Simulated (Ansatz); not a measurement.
**Property card for PbS**

The calculation used Ansatz 0.2.0, DFT PBE, scalar-relativistic, plane waves, PAW.

Settings: cutoff 420 eV, Γ-centred mesh 12×12×6 on the computed 4-atom cell, Gaussian smearing of 0.01 eV; no spin polarisation.

The structure is relaxed at this level of theory with its symmetry kept, and needn't be the ground state of this composition.

```
CELL_PARAMETERS angstrom
4.12857 0.00000 0.00000
-2.06428 3.57545 0.00000
0.00000 0.00000 7.35627
ATOMIC_POSITIONS crystal
Pb 0.66667 0.33333 0.75000
Pb 0.33333 0.66667 0.25000
S 0.00000 0.00000 0.00000
S 0.00000 0.00000 0.50000
```

| Quantity | Value |
| --- | --- |
| Space group | P6_3/mmc (No. 194) |
| Volume per atom | 183.2 bohr³ |
| Formation energy from the elements' standard states (uncorrected) | -0.467 eV/atom |
| Kohn–Sham band gap | 0.26 eV |
| Orbital (Löwdin) character of the top 1 eV of the valence band | S 3p 77 %, Pb 6s 13 %, Pb 6p 7 % |
| Orbital (Löwdin) character of the lowest 1 eV of the conduction band | Pb 6p 67 %, S 3p 13 %, S 3s 12 %, unprojected 5 % |
| Bader charge by site (e) | Pb (2 in the cell) 0.99, S (2 in the cell) -0.99 |

Spin-orbit coupling is left out, which matters for the bands of heavy elements.

The cell was found from a structure generator's guess, not taken from experiment. Kohn–Sham gaps at this level usually fall short of measured ones. Löwdin shares on free-atom orbitals overweight diffuse shells in the empty bands.
